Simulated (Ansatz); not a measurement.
A 3-atom cell of Te (P3_121) from a materials database was relaxed with 3 functionals in Ansatz 0.2.0, cell and atoms free, the symmetry of the start kept (meshes: PBE-D3(BJ) 6×6×4, r2SCAN+rVV10 6×6×4, PBE-D4 6×6×4). No spin polarisation and no zero-point or thermal motion.

The PBE-D4 result:
```yaml
crystal:
  lattice:
    - [4.31677, 0.00000, 0.00000]
    - [-2.15839, 3.73843, 0.00000]
    - [0.00000, 0.00000, 5.97685]
  atoms:
    - { symbol: Te, position: [0.28305, 0.00000, 0.33333] }
    - { symbol: Te, position: [0.00000, 0.28305, 0.66667] }
    - { symbol: Te, position: [0.71695, 0.71695, 0.00000] }
```

It is trigonal, P3_121 (No. 152); conventional cell a = 4.317 Å, c = 5.977 Å, 32.15 Å³ an atom. Te has 2 Te at 2.91 Å.

(1) What lattice does r2SCAN+rVV10 give?

(2) What lattice does PBE-D3(BJ) give?

## Answers

(1) a = 4.471 Å, c = 5.949 Å; the volume differs by +6.8 % from PBE-D4's. Te has 2 Te at 2.85 Å.

(2) a = 4.324 Å, c = 5.972 Å; the volume differs by +0.3 % from PBE-D4's. Around Te lie 2 Te at 2.91 Å.
